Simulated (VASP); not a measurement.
# Ga (Cmcm) in VASP: relaxation of cell and atoms with LDA

Aim: the relaxation of cell and atoms of Ga with LDA.

Program: VASP 6.6.1. These are calculated values, not measurements. Logs are shortened: lines on timing, memory, paths and dates and some standing lists are left out, and cuts for length are marked.

## 1. The structure

Symmetry: Cmcm, No. 63, orthorhombic system. Conventional cell: a = 2.900 Å, b = 8.130 Å, c = 3.170 Å, α = 90.00°, β = 90.00°, γ = 90.00°. Ga (site symmetry m2m) has 8 Ga at 2.68 to 2.90 Å as nearest neighbours.

This isn't the form of Ga at room conditions, which is orthorhombic.

## 2. Relaxation of cell and atoms, LDA

INCAR reads:

```
SYSTEM = Ga
  PREC = Accurate
  ENCUT = 600
  EDIFF = 1E-6
  ISMEAR = -1
  SIGMA = 0.05
  LREAL = .False.
  LASPH = .True.
  NELM = 80
  ALGO = Normal
  ISIF = 3
  LWAVE = .False.
  LCHARG = .False.
  GGA = CA
  IBRION = 2
  NSW = 40
  EDIFFG = -0.01
```

KPOINTS reads:

```
regular mesh
0
Gamma
  8 8 8
  0 0 0
```

POSCAR reads:

```
Ga
1.0
    1.4500000000     -4.0650000000      0.0000000000
    1.4500000000      4.0650000000      0.0000000000
    0.0000000000      0.0000000000      3.1700000000
Ga
2
Direct
    0.1330000000      0.8670000000      0.7500000000
    0.8670000000      0.1330000000      0.2500000000
```

Potentials or basis: VASP PAW LDA potentials, release 64 (Ga_d).

On the command line:

```
$ cat potpaw_LDA.64/Ga_d/POTCAR > POTCAR
$ mpirun -np 1 vasp_std > vasp.out
```

OUTCAR:

```text
SYSTEM = Ga
   PREC = Accurate
   ENCUT = 600
   EDIFF = 1E-6
   ISMEAR = -1
   LREAL = .False.
   LASPH = .True.
   NELM = 80
   ISIF = 3
   GGA = CA
   IBRION = 2
   NSW = 40
   EDIFFG = -0.01

 ion  position               nearest neighbor table
   1  0.133  0.867  0.750-   2 2.68   2 2.68   2 2.87   2 2.87   2 2.87   2 2.87
   2  0.867  0.133  0.250-   1 2.68   1 2.68   1 2.87   1 2.87   1 2.87   1 2.87

  LATTYP: Found a base centered orthorhombic cell.
 ALAT       =     2.9000000000
 B/A-ratio  =     2.8034482759
 C/A-ratio  =     1.0931034483

  Lattice vectors:

 A1 = (   1.4500000000,  -4.0650000000,   0.0000000000)
 A2 = (   1.4500000000,   4.0650000000,   0.0000000000)
 A3 = (   0.0000000000,   0.0000000000,   3.1700000000)

Analysis of symmetry for initial positions (statically):
=====================================================================
 Subroutine PRICEL returns:
 Original cell was already a primitive cell.

 Routine SETGRP: Setting up the symmetry group for a
 base centered orthorhombic supercell.

 Subroutine GETGRP returns: Found  8 space group operations
 (whereof  4 operations were pure point group operations)
 out of a pool of  8 trial point group operations.

The static configuration has the point symmetry C_2h.
 The point group associated with its full space group is D_2h.

Analysis of symmetry for dynamics (positions and initial velocities):
=====================================================================
 Subroutine PRICEL returns:
 Original cell was already a primitive cell.

 Routine SETGRP: Setting up the symmetry group for a
 base centered orthorhombic supercell.

 Subroutine GETGRP returns: Found  8 space group operations
 (whereof  4 operations were pure point group operations)
 out of a pool of  8 trial point group operations.

The dynamic configuration has the point symmetry C_2h.
 The point group associated with its full space group is D_2h.

 Subroutine INISYM returns: Found  8 space group operations
 (whereof  4 operations are pure point group operations),
 and found     1 'primitive' translations

----------------------------------------------------------------------------------------

                                     Primitive cell

  volume of cell :      37.3695

  direct lattice vectors                    reciprocal lattice vectors
     1.450000000 -4.065000000  0.000000000     0.344827586 -0.123001230  0.000000000
     1.450000000  4.065000000  0.000000000     0.344827586  0.123001230  0.000000000
     0.000000000  0.000000000  3.170000000     0.000000000  0.000000000  0.315457413

  length of vectors
     4.315868974  4.315868974  3.170000000     0.366108409  0.366108409  0.315457413

  position of ions in fractional coordinates (direct lattice)
     0.133000000  0.867000000  0.750000000
     0.867000000  0.133000000  0.250000000

  ion indices of the primitive-cell ions
   primitive index   ion index
                 1           1
                 2           2

----------------------------------------------------------------------------------------

 KPOINTS: regular mesh

Automatic generation of k-mesh.
 Grid dimensions read from file:
 generate k-points for:    8    8    8

 Generating k-lattice:

  Cartesian coordinates                     Fractional coordinates (reciprocal lattice)
     0.043103448 -0.015375154  0.000000000     0.125000000  0.000000000  0.000000000
     0.043103448  0.015375154  0.000000000     0.000000000  0.125000000  0.000000000
     0.000000000  0.000000000  0.039432177     0.000000000  0.000000000  0.125000000

  Length of vectors
     0.045763551  0.045763551  0.039432177

  Shift w.r.t. Gamma in fractional coordinates (k-lattice)
     0.000000000  0.000000000  0.000000000

 Subroutine IBZKPT returns following result:
 ===========================================

 Found    105 irreducible k-points:

 Following reciprocal coordinates:
            Coordinates               Weight
  0.000000  0.000000  0.000000      1.000000
  0.125000 -0.000000  0.000000      4.000000
  0.250000 -0.000000  0.000000      4.000000
  0.375000 -0.000000  0.000000      4.000000
  0.500000 -0.000000  0.000000      2.000000
  0.125000  0.125000  0.000000      2.000000
[... 16 lines left out ...]
  0.125000 -0.000000  0.125000      8.000000
  0.250000 -0.000000  0.125000      8.000000
 [... further k-points ...]
   k-points           NKPTS =    105   k-points in BZ     NKDIM =    105   number of bands    NBANDS=     17
   number of dos      NEDOS =    301   number of ions     NIONS =      2
   total plane-waves  NPLWV =  36288
   dimension x,y,z NGX =    36 NGY =   36 NGZ =   28
   dimension x,y,z NGXF=    72 NGYF=   72 NGZF=   56
   ions per type =               2
   NGX,Y,Z   is equivalent  to a cutoff of  13.87, 13.87, 14.68 a.u.
   NGXF,Y,Z  is equivalent  to a cutoff of  27.73, 27.73, 29.37 a.u.
 SYSTEM =  Ga
   PREC   = accura    normal or accurate (medium, high low for compatibility)
   ISTART =      0    job   : 0-new  1-cont  2-samecut
   ICHARG =      2    charge: 1-file 2-atom 10-const
   ISPIN  =      1    spin polarized calculation?
   LNONCOLLINEAR =      F non collinear calculations
   LSORBIT =      F    spin-orbit coupling
   LASPH  =      T    aspherical Exc in radial PAW
   ENCUT  =  600.0 eV  44.10 Ry    6.64 a.u.   8.62  8.62  6.33*2*pi/ulx,y,z
   NELM   =     80;   NELMIN=  2; NELMDL= -5     # of ELM steps
   EDIFF  = 0.1E-05   stopping-criterion for ELM
   LREAL  =      F    real-space projection
   EDIFFG = -.1E-01   stopping-criterion for IOM
   NSW    =     40    number of steps for IOM
   IBRION =      2    ionic relax: 0-MD 1-quasi-New 2-CG
   NFREE  =      1    steps in history (QN), initial steepest desc. (CG)
   ISIF   =      3    stress and relaxation
   ISYM   =      2    0-nonsym 1-usesym 2-fastsym
   POTIM  = 0.5000    time-step for ionic-motion
   TEBEG  =    0.0;   TEEND  =   0.0 temperature during run
   PSTRESS=    0.0 pullay stress
   NELECT =      26.0000    total number of electrons
   NUPDOWN=      -1.0000    fix difference up-down
   EMIN   =  10.00;   EMAX   =-10.00  energy-range for DOS
   EFERMI =   0.00;   METHOD = LEGACY
   ISMEAR =    -1;   SIGMA  =   0.05  broadening in eV -4-tet -1-fermi 0-gaus
   EFERMI_NEDOS =   21; number of points for ismear=-14 and -15
   IALGO  =     38    algorithm
   IMIX   =      4    mixing-type and parameters
     AMIX     =   0.40;   BMIX     =  1.00
     AMIX_MAG =   1.60;   BMIX_MAG =  1.00
  volume/ion in A,a.u.               =      18.68       126.09
  Fermi-wavevector in a.u.,A,eV,Ry     =   1.450641  2.741314 28.631555  2.104360
  Thomas-Fermi vector in A             =   2.568230
   LORBIT       =      0    0 simple, 1 ext, 2 COOP (PROOUT), +10 PAW based schemes
   GGA     = CA    functional components
   LHFCALC =     F    Hartree Fock is set to
   AEXX    =    0.0000 exact exchange contribution
   IVDW    =     0    specifies the selected vdW correction
   LEPSILON=     F    determine dielectric tensor
   LRPA    =     F    only Hartree local field effects (RPA)
 conjugate gradient relaxation of ions
 non-spin polarized calculation
  energy-cutoff  :      600.00
  volume of cell :       37.37
 maximum number of plane-waves:      1273
 NGX is ok and might be reduce to    36
   NGX = 17   NGY = 17   NGZ = 13

--------------------------------------- Ionic step        1  -------------------------------------------

 number of electron      26.0000010 magnetization

 Free energy of the ion-electron system (eV)
  ---------------------------------------------------
  ext. energy  EPLUGINS =         0.00000000
  ---------------------------------------------------
  free energy    TOTEN  =        -7.12466659 eV

  energy without entropy =       -7.11977997  energy(sigma->0) =       -7.12222328

------------------------ aborting loop because EDIFF is reached ----------------------------------------

  FORCE on cell =-STRESS in cart. coord.  units (eV):
  Direction    XX          YY          ZZ          XY          YZ          ZX
  --------------------------------------------------------------------------------------
  -------------------------------------------------------------------------------------
  Total       -1.5467132     -0.6502607     -0.5202789      0.0000000      0.0000000      0.0000000
  in kB      -66.3135955    -27.8791962    -22.3063741      0.0000000      0.0000000      0.0000000
  external PRESSURE =     -38.8330553 kB  Pullay stress =       0.0000000 kB
[... 89 lines left out ...]
  FREE ENERGIE OF THE ION-ELECTRON SYSTEM (eV)
  ---------------------------------------------------
  free  energy   TOTEN  =        -7.1819895554 eV

  energy  without entropy=       -7.1773163127  energy(sigma->0) =       -7.17965293

[... ionic steps 4 to 9 ...]

--------------------------------------- Ionic step       10  -------------------------------------------

 number of electron      26.0000008 magnetization

------------------------ aborting loop because EDIFF is reached ----------------------------------------

  FORCE on cell =-STRESS in cart. coord.  units (eV):
  Direction    XX          YY          ZZ          XY          YZ          ZX
  --------------------------------------------------------------------------------------
  -------------------------------------------------------------------------------------
  Total       -0.0812358      0.0498885     -0.0253096      0.0000000      0.0000000      0.0000000
  in kB       -3.7543410      2.3056157     -1.1696905      0.0000000      0.0000000      0.0000000
  external PRESSURE =      -0.8728052 kB  Pullay stress =       0.0000000 kB
[... 57 lines left out ...]
  energy  without entropy=       -7.2113843946  energy(sigma->0) =       -7.21257136

--------------------------------------- Ionic step       12  -------------------------------------------

 number of electron      26.0000009 magnetization

 Free energy of the ion-electron system (eV)
  ---------------------------------------------------
  ext. energy  EPLUGINS =         0.00000000
  ---------------------------------------------------
  free energy    TOTEN  =        -7.21375741 eV

  energy without entropy =       -7.21138108  energy(sigma->0) =       -7.21256925

 E-fermi :   6.2648     XC(G=0): -11.7319

 val. band max:        6.0873803414   @ k =   0.5000  -0.0000   0.1250
 cond. band min:       6.3547787800   @ k =  -0.2500   0.1250   0.1250
 fundamental gap:      0.2673984385
 Fermi energy:         6.2647921232

 k-point     1 :       0.0000    0.0000    0.0000
  band No.  band energies     occupation
      1      -9.2761      2.00000
      2      -9.2303      2.00000
      3      -9.2288      2.00000
      4      -9.2018      2.00000
      5      -8.8629      2.00000
      6      -8.8515      2.00000
[... 9 lines left out ...]
     16      16.4057      0.00000
     17      17.3272      0.00000
[... 443 lines left out ...]
      1      -9.1916      2.00000
      2      -9.1480      2.00000
      3      -9.0846      2.00000
      4      -9.0383      2.00000
      5      -8.9834      2.00000
      6      -8.9231      2.00000
[... 9 lines left out ...]
     16      10.7949      0.00000
     17      14.4655      0.00000

 [... further k-points ...]

------------------------ aborting loop because EDIFF is reached ----------------------------------------

  FORCE on cell =-STRESS in cart. coord.  units (eV):
  Direction    XX          YY          ZZ          XY          YZ          ZX
  --------------------------------------------------------------------------------------
  -------------------------------------------------------------------------------------
  Total       -0.0042894      0.0194137     -0.0065774      0.0000000      0.0000000      0.0000000
  in kB       -0.1985767      0.8987500     -0.3044989      0.0000000      0.0000000      0.0000000
  external PRESSURE =       0.1318915 kB  Pullay stress =       0.0000000 kB
[... 17 lines left out ...]
  FREE ENERGIE OF THE ION-ELECTRON SYSTEM (eV)
  ---------------------------------------------------
  free  energy   TOTEN  =        -7.2137574111 eV

  energy  without entropy=       -7.2113810805  energy(sigma->0) =       -7.21256925

 reached required accuracy - stopping structural energy minimisation
```

Run time: 4.1 min. Hardware: 1 thread of Intel Xeon Platinum 8488C (Sapphire Rapids), shared host; peak memory 0.24 GiB.

What came out:

```yaml
Free_energy: -7.2138 eV
Relaxed_volume: 17.30 Å³/atom
Relaxed_cell: a = 4.287 Å, b = 4.287 Å, c = 3.179 Å, α = 90.00°, β = 90.00°, γ = 143.67°
Space_group_after_relaxing_to_0.05_Å: Cmcm (No. 63)
Energy_gained_by_relaxing: 44.5 meV/atom
Ionic_steps: 12
Pressure_after_relaxing: 0.0 GPa
Band_gap_on_the_k_mesh: none (metal or under the smearing width)
```

Stress tensor (GPa, compression positive):
```
-0.02  0.00  0.00
 0.00  0.09  0.00
 0.00  0.00 -0.03
```

Step by step:
```
step  energy change (eV)  largest force (eV/Å)  pressure (GPa)  volume (Å³)
   1              0.0000                0.1742           -3.88        37.37
   2             -0.0523                0.0451           -0.25        34.97
   3             -0.0573                0.0288            1.62        34.06
   4             -0.0792                0.1940            2.13        33.71
   5             -0.0794                0.1883            2.26        33.73
   6             -0.0873                0.0944           -0.65        34.94
   7             -0.0875                0.1115           -0.10        34.70
   8             -0.0876                0.1088           -0.20        34.73
   9             -0.0887                0.0542           -0.13        34.69
  10             -0.0890                0.0081           -0.09        34.67
  11             -0.0891                0.0015            0.11        34.60
  12             -0.0891                0.0003            0.01        34.61
```

Final structure:
```xyz
2
Lattice="1.3364 -4.0730 0.0000 1.3364 4.0730 0.0000 0.0000 0.0000 3.1790" Properties=species:S:1:pos:R:3 pbc="T T T"
Ga    1.3364    2.9949    2.3843
Ga    1.3364   -2.9949    0.7948
```

Levels at points of the mesh, in eV from the Fermi level:
```tsv
k point	band 9	band 10	band 11	band 12	band 13	band 14	band 15	band 16	band 17
(0.00, 0.00, 0.00)	-15.07	-14.94	-11.97	-2.94	-2.37	2.08	6.03	10.14	11.06
(0.50, 0.00, 0.00)	-15.01	-14.93	-6.30	-5.50	-1.89	-0.34	6.21	6.84	9.09
(0.50, 0.50, 0.00)	-15.03	-14.98	-9.98	-9.25	4.30	5.12	6.31	6.34	8.10
(0.00, 0.00, 0.50)	-15.00	-15.00	-8.15	-8.15	1.17	1.17	1.83	1.83	12.58
(0.50, 0.00, 0.50)	-14.93	-14.93	-2.79	-2.79	-1.71	-1.71	1.83	1.83	4.42
(0.50, 0.50, 0.50)	-15.08	-15.08	-6.39	-6.39	-4.85	-4.85	11.02	11.02	11.87
```
